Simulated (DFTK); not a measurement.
V:

```
CELL_PARAMETERS angstrom
-1.51435 1.51435 1.51435
1.51435 -1.51435 1.51435
1.51435 1.51435 -1.51435
ATOMIC_POSITIONS crystal
V 0.00000 0.00000 0.00000
```

Base run:

```yaml
Program: DFTK 0.8.2
Functional: r2SCAN
Potentials_or_basis: SG15 1.2 (PBE)
Cutoff: 1225 eV
k_mesh: 10 × 10 × 10
Occupations: fermi-dirac, width 0.05 eV
Spin: collinear spin, ferromagnetic start
Starting_moments: "[2.0] μB"
```

Its results: band gap on the k mesh none (metal or under the smearing width); pressure -6.0 GPa; net moment 0.61 μB per cell.

Q: The run is repeated on the same cell with these changes: functional from r2SCAN to PBEsol. What comes out?

A: Band gap on the k mesh none (metal or under the smearing width); pressure -11.2 GPa; net moment 0.00 μB per cell.

Caveats: the potentials were made for another functional, which shifts forces and pressure.
